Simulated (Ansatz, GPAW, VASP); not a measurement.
**ZnSe: programs and potentials compared**

```
Se Zn
1.0
     0.00000    2.83380    2.83380
     2.83380    0.00000    2.83380
     2.83380    2.83380    0.00000
Se Zn
1 1
Cartesian
  4.2507 4.2507 4.2507
  0.0000 0.0000 0.0000
```

Alike in all runs: task single point; functional PBE; k mesh 8 × 8 × 8; occupations gaussian, width 0.014 eV; no spin polarisation; no spin-orbit coupling. Pressure is positive in compression and, in plane waves, holds the error of the finite cutoff.

```csv
program and potentials,plane-wave cutoff (eV),notes,band gap (eV),pressure (GPa)
"Ansatz, all-electron LAPW, scalar-relativistic",-,-,1.29,2.12
"GPAW, GPAW PAW data sets (gpaw-data 1.2.1)",600,-,?,?
"VASP, PBE PAW files Se, Zn, 520 eV",520,-,1.29,2.38
```

Problem. Estimate from the other rows what the run with GPAW, GPAW PAW data sets (gpaw-data 1.2.1) gave.

Solution. Band gap 1.30 eV; pressure 2.09 GPa. The other rows, which needn't bracket it: band gap 1.29; pressure 2.12 to 2.38.
